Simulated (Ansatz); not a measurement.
Crystal: MnO.

```
Mn O
1.0
     0.00000    2.22391    2.22391
     2.22391    0.00000    2.22391
     2.22391    2.22391    0.00000
Mn O
1 1
Cartesian
  0.0000 0.0000 0.0000
  2.2239 2.2239 2.2239
```

The cell is a database's computed one.

Program: Ansatz 0.2.0. Alike in all runs: spin collinear, ferromagnetic start; cell as given; k mesh 10 × 10 × 10; smearing fermi-dirac 0.05 eV.

**Question.** Order these runs on this cell by their pressure, lowest first.
A. level r2SCAN; potentials or basis Ansatz PAW; cutoff (eV) 500
B. level PBEsol+U; potentials or basis Ansatz PAW; U Mn d U = 5.3 eV; cutoff (eV) 420; points for each segment of the path 14; hubbard projectors ortho-atomic (the default); double counting fll (the default)
C. level LDA; potentials or basis JTH PAW LDA; cutoff (eV) 1380; points for each segment of the path 14

**Answer.** C (-16.1 GPa), A (0.3 GPa), B (4.3 GPa).

Caveats: a cell with one magnetic atom can't hold antiferromagnetic order, which such compounds often take; the magnetic or orbital state may not be the lowest (some runs); the PAW data sets come from PBE, with cores solved anew for the run's functional, which leaves a small shift of forces and pressure (some runs); so large a pressure means that the cell lies far from this level's equilibrium, or that cutoff or potentials fall short (some runs).
